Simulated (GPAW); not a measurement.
## Core-hole calculation of the K K edge in KF (Pm-3m)

Aim: the near-edge shape at the K K edge of KF (Pm-3m), and what the core hole does to it.

Method: X-ray absorption from dipole matrix elements to empty bands, plane-wave PAW LDA, in GPAW 26.7.0.

## (1) The starting structure

The structure is cubic, space group Pm-3m (No. 221). Conventional cell: a = 3.259 Å, b = 3.259 Å, c = 3.259 Å, α = 90.00°, β = 90.00°, γ = 90.00°. Nearest to K lie 8 F at 2.82 Å. F has 8 K at 2.82 Å nearest. Farther neighbours and most contacts between anions are not listed.

Coordinates:

```xyz
2
Lattice="3.2590 0.0000 0.0000 0.0000 3.2590 0.0000 0.0000 0.0000 3.2590" Properties=species:S:1:pos:R:3 pbc="T T T"
K     0.0000    0.0000    0.0000
F     1.6295    1.6295    1.6295
```

## (2) Ground state of the crystal

A plain self-consistent run shows whether there is a gap, which decides the set-up of the core-hole run.

Contents of scf.py:

```python
import numpy as np
from ase import Atoms
from ase.parallel import parprint, paropen
from gpaw import GPAW, PW, FermiDirac, Mixer, MixerDif, setup_paths
from gpaw.test import gen
setup_paths.insert(0, '.')
gen('K', name='nch1s', xcname='LDA', corehole=(1, 0, 0), write_xml=True)
from gpaw.mpi import world
world.barrier()

atoms = Atoms('KF',
    cell=[[3.258955, 0, 0],
     [0, 3.258955, 0],
     [0, 0, 3.258955]],
    scaled_positions=[[0, 0, 0],
     [0.5, 0.5, 0.5]],
    pbc=True)
atoms.calc = calc = GPAW(legacy_gpaw=True, mode=PW(500), xc='LDA', setups={0: 'nch1s'},
    kpts={'size': (8, 8, 8), 'gamma': True}, occupations=FermiDirac(0.05),
    charge=0, mixer=Mixer(0.1, 5, 50), maxiter=150,
    convergence={'density': 0.0001}, txt='scf.txt')
energy = atoms.get_potential_energy() + calc.get_reference_energy()
ef = calc.get_fermi_level()
out = dict(energy=energy, fermi=ef, forces=atoms.get_forces().tolist())
parprint(f'all-electron energy {energy:.4f} eV, Fermi level {ef:.4f} eV')
ev = np.array([[calc.get_eigenvalues(k, s) for k in range(len(calc.get_ibz_k_points()))] for s in range(calc.get_number_of_spins())])
out['homo'], out['lumo'], out['counts'] = ev[ev < ef].max(), ev[ev > ef].min(), sorted(set((ev < ef).sum((0, 2)).tolist()))
out['filled'] = (ev[:, 0] < ef).sum(1).tolist()
import json
with paropen('out.json', 'w') as f:
    json.dump(out, f)
```

On the command line:

```console
OMP_NUM_THREADS=1 mpirun -n 4 gpaw python scf.py
```

Numbers of over 12 decimals in the logs are rounded to 6 here.

The program printed:

```text
Input parameters:
  convergence: {density: 0.0001}
  kpts: {gamma: True,
         size: (8, 8, 8)}
  maxiter: 150
  mixer: {backend: pulay,
          beta: 0.1,
          method: separate,
          nmaxold: 5,
          weight: 50}
  mode: {ecut: 500.0,
         name: pw}
  occupations: {fixmagmom: False,
                name: fermi-dirac,
                width: 0.05}
  setups: {0: nch1s}

Initialize ...

[... PAW data sets ...]

Reference energy: -19039.628778  # eV

Spin-paired calculation

[... convergence settings ...]
Symmetries present (total): 48
  [... symmetry matrices ...]

512 k-points: 8 x 8 x 8 Monkhorst-Pack grid + [1/16,1/16,1/16]
35 k-points in the irreducible part of the Brillouin zone
       k-points in crystal coordinates                weights
   0:     0.00000000    0.00000000    0.00000000          1/512
   1:     0.12500000    0.00000000    0.00000000          6/512
   2:     0.12500000    0.12500000    0.00000000         12/512
   3:     0.12500000    0.12500000    0.12500000          8/512
   4:     0.25000000    0.00000000    0.00000000          6/512
   5:     0.25000000    0.12500000    0.00000000         24/512
   6:     0.25000000    0.12500000    0.12500000         24/512
   7:     0.25000000    0.25000000    0.00000000         12/512
   8:     0.25000000    0.25000000    0.12500000         24/512
   9:     0.25000000    0.25000000    0.25000000          8/512
          ...
  34:     0.50000000    0.50000000    0.50000000          1/512

Wave functions: Plane wave expansion
  Cutoff energy: 500.000 eV
  Number of coefficients (min, max): 868, 912
  Pulay-stress correction: 0.000000 eV/Ang^3 (de/decut=0.000000)
  Using FFTW library
  Wavefunction extrapolation:
    Improved wavefunction reuse through dual PAW basis

Occupation numbers: Fermi-Dirac:
  width: 0.0500  # eV

Eigensolver
   Davidson(niter=2)

Densities:
  Coarse grid: 18*18*18 grid
  Fine grid: 36*36*36 grid
  Total Charge: 0.000000

Density mixing:
  Method: separate
  Backend: pulay
  Linear mixing parameter: 0.1
  old densities: 5
  Width of damping distribution: 1.1
  Damping of long wavelength oscillations: 50

[... Hamiltonian set-up ...]
Number of atoms: 2
Number of atomic orbitals: 9
Number of bands in calculation: 9
Number of valence electrons: 16
Bands to converge: occupied

... initialized

Initializing position-dependent things.

Density initialized from atomic densities
Creating initial wave functions:
  9 bands from LCAO basis set

Positions:
   0 K      0.000000    0.000000    0.000000    ( 0.0000,  0.0000,  0.0000)
   1 F      1.629477    1.629477    1.629477    ( 0.0000,  0.0000,  0.0000)

Unit cell:
           periodic     x           y           z      points  spacing
  1. axis:    yes    3.258955    0.000000    0.000000    18     0.1811
  2. axis:    yes    0.000000    3.258955    0.000000    18     0.1811
  3. axis:    yes    0.000000    0.000000    3.258955    18     0.1811

  Lengths:   3.258955   3.258955   3.258955
  Angles:   90.000000  90.000000  90.000000

Effective grid spacing dv^(1/3) = 0.1811

iter:   1    -9.617679
iter:   2    -9.312801   -1.03  -1.30
iter:   3    -8.981471   -0.66  -1.37
iter:   4    -8.934197   -1.38  -1.50
iter:   5    -8.925324   -1.99  -1.68
iter:   6    -8.969878   -1.18  -2.27
iter:   7    -8.926117   -2.39  -1.98
iter:   8    -8.922007   -2.83  -2.28
iter:   9    -8.927146c  -3.21  -2.44
iter:  10    -8.926153c  -5.19  -2.31
iter:  11    -8.934452   -1.38  -2.32
iter:  12    -8.933148   -2.71  -2.27
iter:  13    -8.929714c  -4.11  -2.25
iter:  14    -8.923623   -2.98  -2.30
iter:  15    -8.919128   -2.42  -2.47
iter:  16    -8.920650c  -2.32  -3.05
iter:  17    -8.919300c  -3.87  -2.69
iter:  18    -8.919119c  -3.44  -3.08
iter:  19    -8.919108c  -5.42  -3.69
iter:  20    -8.919106c  -6.15  -3.94
iter:  21    -8.919107c  -6.06  -4.13c
iter:  22    -8.919109c  -5.83  -4.32c
iter:  23    -8.919111c  -4.95  -4.23c
iter:  24    -8.919106c  -5.60  -3.90
iter:  25    -8.919106c  -7.25  -4.96c
iter:  26    -8.919106c  -8.04c -5.11c

Converged after 26 iterations.

Dipole moment: (-0.000000, -0.000000, -0.000000) |e|*Ang

Energy contributions relative to reference atoms: (reference = -19039.628778)

Kinetic:         +1.413979
Potential:       -0.680440
External:        +0.000000
XC:              -9.209971
Entropy (-ST):   -0.000000
Local:           -0.442674
SIC:             +0.000000
--------------------------
Free energy:     -8.919106
Extrapolated:    -8.919106

Showing only first 2 kpts
 Kpt  Band  Eigenvalues  Occupancy
  0     6      0.16796    2.00000
  0     7      0.16796    2.00000
  0     8      6.13951    0.00000

  1     6      0.15297    2.00000
  1     7      0.15297    2.00000
  1     8      6.56154    0.00000

Fermi level: 2.03816

Gap: 5.914 eV
Transition (v -> c):
  (s=0, k=30, n=7, [0.50, 0.50, 0.00]) -> (s=0, k=0, n=8, [0.00, 0.00, 0.00])
Direct/indirect transitions are different
Direct gap: 5.972 eV
Transition at: (s=0, k=0, n=7, [0.00, 0.00, 0.00])

Forces in eV/Ang:
  0 K    -0.00000   -0.00000    0.00000
  1 F    -0.00000    0.00000    0.00000
Scalar-relativistic atomic LDA calculation for K (Potassium, Z=19)
Core hole in 1s state (1s occupation: 2.0)
600 radial gridpoints.
|------------------------------------------------|
|------------------------------------------------|
[... the atom generator's iteration count ...]

Energy contributions:
-------------------------
Kinetic:     +603.629459
XC:           -31.781403
Potential:  -1172.356607
-------------------------
Total:       -600.508551

state      eigenvalue         ekin         rmax
-----------------------------------------------
1s^2.0 :  -129.023652   173.465960        0.053
2s^2.0 :   -12.943555    28.374506        0.319
2p^6.0 :   -10.290743    27.445434        0.263
3s^2.0 :    -1.292727     5.171372        1.076
3p^6.0 :    -0.692304     4.089400        1.153
4s^1.0 :    -0.089213     0.396780        4.027
-----------------------------------------------
(units: Bohr and Hartree)

Generating PAW setup
Kinetic energy of the core from tauc = 570.654399
Cutoffs:
rc(s)=2.120
rc(p)=2.090
rc(d)=1.770
rc(vbar)=2.070
rc(comp)=2.090
rc(nct)=2.120

Kinetic energy of the core states: 568.353535
Charge: 0.0
Core electrons: 10.0
Valence electrons: 9.0
Pseudo-core charge: 0.000523
Shape function alpha=2.289
Pseudo-electron charge 7.262086
state    eigenvalue         norm
--------------------------------
3s(2) :    -1.292727     0.968078
4s(1) :    -0.089213     0.996153
3p(6) :    -0.692304     0.721542
*p    :     0.307696
*d    :     0.000000
--------------------------------

Diagonalizing with gridspacing h=0.050

state   all-electron     PAW
-------------------------------
3s:      -1.292727    -1.293301
3p:      -0.692304    -0.693571
*d:                    0.006385
*f:                    0.053587
-------------------------------
all-electron energy -19048.5479 eV, Fermi level 2.0382 eV
```

Wall time 4.5 s (4 MPI ranks of Arm Neoverse V2, shared host); peak memory 0.16 GiB.

The mesh shows a gap of 5.91 eV, so the hole is first treated in a charged cell, without the excited electron.

## (3) Spectrum without a core hole, K atom 1

This cheap baseline ignores the attraction of the hole: it shows the absorber's empty states as they are in the ground state. The data set with a hole of occupation 0 only carries the core orbital.

The absorber has 8 F at 2.82 Å (cubic, site symmetry m-3m).

Contents of xas.py:

```python
import numpy as np
from ase import Atoms
from ase.parallel import parprint, paropen
from gpaw import GPAW, PW, FermiDirac, Mixer, MixerDif, setup_paths
from gpaw.test import gen
setup_paths.insert(0, '.')
gen('K', name='nch1s', xcname='LDA', corehole=(1, 0, 0), write_xml=True)
from gpaw.mpi import world
world.barrier()

atoms = Atoms('KF',
    cell=[[3.258955, 0, 0],
     [0, 3.258955, 0],
     [0, 0, 3.258955]],
    scaled_positions=[[0, 0, 0],
     [0.5, 0.5, 0.5]],
    pbc=True)
atoms.calc = calc = GPAW(legacy_gpaw=True, mode=PW(500), xc='LDA', setups={0: 'nch1s'},
    kpts={'size': (8, 8, 8), 'gamma': True}, occupations=FermiDirac(0.02),
    charge=0, mixer=Mixer(0.1, 5, 50), maxiter=150,
    convergence={'density': 0.0001}, txt='scf.txt')
energy = atoms.get_potential_energy() + calc.get_reference_energy()
ef = calc.get_fermi_level()
out = dict(energy=energy, fermi=ef, forces=atoms.get_forces().tolist())
parprint(f'all-electron energy {energy:.4f} eV, Fermi level {ef:.4f} eV')
ev = np.array([[calc.get_eigenvalues(k, s) for k in range(len(calc.get_ibz_k_points()))] for s in range(calc.get_number_of_spins())])
out['homo'], out['lumo'], out['counts'] = ev[ev < ef].max(), ev[ev > ef].min(), sorted(set((ev < ef).sum((0, 2)).tolist()))
out['filled'] = (ev[:, 0] < ef).sum(1).tolist()

from ase.units import Ha
from gpaw.xas import dipole_matrix_elements
nb = int(calc.get_number_of_electrons() / 2) + 24
top = nb
nscf = calc.fixed_density(kpts={'size': (7, 7, 7), 'gamma': True},
    convergence={'eigenstates': 1.0}, txt='nscf.txt')
nscf.diagonalize_full_hamiltonian(nbands=nb)
cell = atoms.cell.array
ops = [cell.T @ U.T @ np.linalg.inv(cell.T) for U in nscf.wfs.kd.symmetry.op_scc]
filled = [8]  # bands filled in the ground state, by spin
E = np.arange(-25, 34, 0.1)
fwhm = np.interp(E, [4, 25], [0.9, 3.5])
Y, X, zero, highest = 0, 0, 1e9, 1e9
for spin in range(nscf.get_number_of_spins()):
    wfs = nscf.wfs
    A = dipole_matrix_elements(wfs.setups[0])
    eps = np.zeros((wfs.kd.nibzkpts, nb))
    d = np.zeros((3, A.shape[1], wfs.kd.nibzkpts, nb), complex)
    for kpt in wfs.kpt_u:
        if kpt.s == spin and 0 in kpt.P_ani:
            eps[kpt.k] = kpt.eps_n * Ha
            d[:, :, kpt.k] = (kpt.weight * wfs.nspins / 2) ** 0.5 * np.inner(A, kpt.P_ani[0])
    world.sum(eps)
    world.sum(d)
    T = np.einsum('amkn,bmkn->abkn', d, d.conj()).real
    T = sum(np.einsum('ai,ijkn,bj->abkn', R, T, R) for R in ops) / len(ops)
    empty = np.ones_like(eps, bool) & (np.arange(nb) >= filled[spin])
    zero, highest = min(zero, eps[empty].min()), min(highest, eps[:, top - 1].min())
    lines = [(eps, T, empty)] if spin == 0 else lines + [(eps, T, empty)]
for eps, T, empty in lines:
    f = np.einsum('aakn->akn', T).reshape(3, -1)
    x = eps.ravel() - zero
    w = np.interp(x, E, fwhm) / 2.35482
    g = np.exp(-0.5 * ((E[:, None] - x) / w) ** 2) / (w * (2 * np.pi) ** 0.5)
    Y = Y + (f * empty.ravel()) @ g.T
    X = X + (f * ~empty.ravel()) @ g.T
out.update(E=E.round(2).tolist(), xas=Y.tolist(), xes=X.tolist(), zero=zero, valid=highest - zero, nk=len(eps), nb=nb)
for i in range(0, len(E), 10):
    parprint(f'{E[i]:7.2f}', *(f'{v:10.3e}' for v in Y[:, i]))
import json
with paropen('out.json', 'w') as f:
    json.dump(out, f)
```

On the command line:

```console
OMP_NUM_THREADS=1 mpirun -n 4 gpaw python xas.py
```

The program printed:

```text
Input parameters:
  convergence: {density: 0.0001}
  kpts: {gamma: True,
         size: (8, 8, 8)}
  maxiter: 150
  mixer: {backend: pulay,
          beta: 0.1,
          method: separate,
          nmaxold: 5,
          weight: 50}
  mode: {ecut: 500.0,
         name: pw}
  occupations: {fixmagmom: False,
                name: fermi-dirac,
                width: 0.02}
  setups: {0: nch1s}

Initialize ...

[...]
*p    :     0.307696
*d    :     0.000000
--------------------------------

Diagonalizing with gridspacing h=0.050

state   all-electron     PAW
-------------------------------
3s:      -1.292727    -1.293301
3p:      -0.692304    -0.693571
*d:                    0.006385
*f:                    0.053587
-------------------------------
all-electron energy -19048.5479 eV, Fermi level 2.0382 eV
[...]
32.00  1.116e-06  1.116e-06  1.116e-06
  33.00  1.165e-06  1.165e-06  1.165e-06
[key lines of the parts left out:]
Converged after 26 iterations.
Dipole moment: (-0.000000, -0.000000, -0.000000) |e|*Ang
Free energy:     -8.919106
Fermi level: 2.03816
```

Wall time 12 s (4 MPI ranks); peak memory 0.25 GiB.

The K K spectrum, K atom 1, no core hole (energy from the lowest empty level; intensity scaled to a mean of 1 over the first 20 eV):

```tsv
E (eV)	intensity
-2.0	0.00
-1.5	0.00
-1.0	0.00
-0.5	0.00
0.0	0.01
0.5	0.03
1.0	0.07
1.5	0.12
2.0	0.27
2.5	0.50
3.0	0.96
3.5	1.37
4.0	1.29
4.5	1.01
5.0	1.23
5.5	1.20
6.0	0.79
6.5	1.11
7.0	2.04
7.5	2.46
8.0	1.74
8.5	0.74
9.0	0.31
9.5	0.39
10.0	0.68
10.5	0.88
11.0	0.94
11.5	0.98
12.0	1.11
12.5	1.29
13.0	1.44
13.5	1.51
14.0	1.52
14.5	1.49
15.0	1.44
15.5	1.35
16.0	1.24
16.5	1.14
17.0	1.05
17.5	0.95
18.0	0.84
18.5	0.74
19.0	0.68
19.5	0.65
20.0	0.65
20.5	0.65
21.0	0.64
21.5	0.60
22.0	0.56
22.5	0.53
23.0	0.54
23.5	0.58
24.0	0.65
24.5	0.72
25.0	0.80
25.5	0.88
26.0	0.94
26.5	0.99
27.0	1.02
27.5	1.03
28.0	1.02
28.5	1.00
29.0	0.98
29.5	0.95
30.0	0.94
30.5	0.93
31.0	0.93
```

Main maxima below 30 eV (height): 3.7 eV (1.40), 5.2 eV (1.31), 7.4 eV (2.47), 13.8 eV (1.52) and 27.5 eV (1.03). A K edge sees empty p states on the absorber.

The same matrix elements for filled bands give the K K emission of K atom 1 (ground-state approximation; energy from the lowest empty level, largest value 1):

```tsv
E (eV)	emission
-24.00	0.00
-23.25	0.00
-22.50	0.00
-21.75	0.00
-21.00	0.00
-20.25	0.00
-19.50	0.00
-18.75	0.00
-18.00	0.00
-17.25	0.04
-16.50	0.63
-15.75	0.90
-15.00	0.13
-14.25	0.00
-13.50	0.00
-12.75	0.00
-12.00	0.00
-11.25	0.00
-10.50	0.00
-9.75	0.00
-9.00	0.00
-8.25	0.00
-7.50	0.00
-6.75	0.02
-6.00	0.01
-5.25	0.00
-4.50	0.00
-3.75	0.00
-3.00	0.00
-2.25	0.00
-1.50	0.00
-0.75	0.00
0.00	0.00
0.75	0.00
1.50	0.00
2.25	0.00
3.00	0.00
```

Emission maxima: -16.0 eV (1.00).

## (4) Supercell without a hole, the energy reference

The photon energy needs a difference of total energies, so the cell and mesh of the coming hole run are first run without a hole.

Edit scf.py of step 2 so:

```diff
@@ -10,11 +10,25 @@
 
-atoms = Atoms('KF',
-    cell=[[3.258955, 0, 0],
-     [0, 3.258955, 0],
-     [0, 0, 3.258955]],
+atoms = Atoms('K8F8',
+    cell=[[6.51791, 0, 0],
+     [0, 6.51791, 0],
+     [0, 0, 6.51791]],
     scaled_positions=[[0, 0, 0],
-     [0.5, 0.5, 0.5]],
+     [0, 0, 0.5],
+     [0, 0.5, 0],
+     [0.5, 0, 0],
+     [0, 0.5, 0.5],
+     [0.5, 0, 0.5],
+     [0.5, 0.5, 0],
+     [0.5, 0.5, 0.5],
+     [0.25, 0.25, 0.25],
+     [0.25, 0.25, 0.75],
+     [0.25, 0.75, 0.25],
+     [0.75, 0.25, 0.25],
+     [0.25, 0.75, 0.75],
+     [0.75, 0.25, 0.75],
+     [0.75, 0.75, 0.25],
+     [0.75, 0.75, 0.75]],
     pbc=True)
 atoms.calc = calc = GPAW(legacy_gpaw=True, mode=PW(500), xc='LDA', setups={0: 'nch1s'},
-    kpts={'size': (8, 8, 8), 'gamma': True}, occupations=FermiDirac(0.05),
+    kpts={'size': (3, 3, 3), 'gamma': True}, occupations=FermiDirac(0.02),
     charge=0, mixer=Mixer(0.1, 5, 50), maxiter=150,
```

On the command line:

```console
OMP_NUM_THREADS=1 mpirun -n 4 gpaw python scf.py
```

The program printed:

```text
Input parameters:
  convergence: {density: 0.0001}
  kpts: {gamma: True,
         size: (3, 3, 3)}
  maxiter: 150
  mixer: {backend: pulay,
          beta: 0.1,
          method: separate,
          nmaxold: 5,
          weight: 50}
  mode: {ecut: 500.0,
         name: pw}
  occupations: {fixmagmom: False,
                name: fermi-dirac,
                width: 0.02}
  setups: {0: nch1s}

Initialize ...

[...]
3s(2) :    -1.292727     0.968078
4s(1) :    -0.089213     0.996153
3p(6) :    -0.692304     0.721542
*p    :     0.307696
*d    :     0.000000
--------------------------------

Diagonalizing with gridspacing h=0.050

state   all-electron     PAW
-------------------------------
3s:      -1.292727    -1.293301
3p:      -0.692304    -0.693571
*d:                    0.006385
*f:                    0.053587
-------------------------------
all-electron energy -152388.3909 eV, Fermi level 2.0385 eV
[key lines of the parts left out:]
Converged after 20 iterations.
Dipole moment: (-0.000000, -0.000000, -0.000000) |e|*Ang
Free energy:    -71.360677
Fermi level: 2.03848
```

The job ended after 20 s (4 MPI ranks; peak memory 0.3 GiB).

Reference energy: -152388.391 eV with the cores included.

[end of part 1 of 2]

[Banner, clock and machine lines of the logs are left out without a mark of their own.]

[Logs are printed without paths, hosts, clocks, repeated set-up lines and the standing remarks that a program may print on its own settings, such as how far it seeks lower states.]

[Hosts, paths, dates, database ids (printed as entryN), source tags and the programs' standing remarks are cut or masked in the printed files.]

[Lists of maxima count a maximum above −3 eV only where it reaches 4 % of the highest in the window and stands out from its surroundings by 2 % of it (1.5 % where it reaches 55 %); shoulders and weaker maxima are passed over, and of the rest the first, up to two pre-edge ones and the few strongest are named.]
